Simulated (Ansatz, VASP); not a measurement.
**One calculation of KBr, two programs**

The input INCAR:

```
  ALGO = Normal
  EDIFF = 1E-7
  ENCUT = 520
  GGA = PE
  ISIF = 2
  ISMEAR = 0
  LASPH = T
  LCHARG = T
  LELF = T
  LREAL = F
  LVHAR = T
  LWAVE = F
  NBANDS = 15
  NELM = 80
  PREC = Accurate
  SIGMA = 0.02
```

KPOINTS

```
k-points
0
Gamma
  6 6 6
```

Contents of POSCAR:

```
KBr
1.0
    0.0000000000      3.3832742250      3.3832742250
    3.3832742250      0.0000000000      3.3832742250
    3.3832742250      3.3832742250      0.0000000000
K Br
1 1
Direct
    0.0000000000      0.0000000000      0.0000000000
    0.5000000000      0.5000000000      0.5000000000
```

Input for Ansatz:

```yaml
crystal:
  lattice:
    - [0.0, 3.383274225, 3.383274225]
    - [3.383274225, 0.0, 3.383274225]
    - [3.383274225, 3.383274225, 0.0]
  atoms:
    - { symbol: K, position: [0.0, 0.0, 0.0] }
    - { symbol: Br, position: [0.5, 0.5, 0.5] }
basis:
  ecutwfc: 420
kpoints:
  mp_grid: { grid: [6, 6, 6] }
hamiltonian:
  xc: pbe
scf:
  occupations: { method: gaussian, width: 0.02 }
output:
  forces: true
  stress: true
  eigenvalues: true
```

Alike in both runs: task single point; functional PBE; k mesh 6 × 6 × 6; occupations gaussian, width 0.02 eV; no spin polarisation.

|  | VASP | Ansatz |
| --- | --- | --- |
| version | VASP 6.6.1 | Ansatz 0.2.0 |
| potentials or method | VASP PAW PBE potentials, release 64 (K_sv, Br) | scalar-relativistic, plane waves, PAW |
| plane-wave cutoff (eV) | 520 | 420 |
| valence electrons in the cell | 16 | 16 |

```tsv
	VASP	Ansatz	Ansatz less VASP
gap on the k mesh at the Fermi level (eV)	4.24	4.24	+0.001
least direct gap on the mesh (eV)	4.24	4.24	+0.001
pressure (GPa)	-0.3	-0.3	-0.02
```
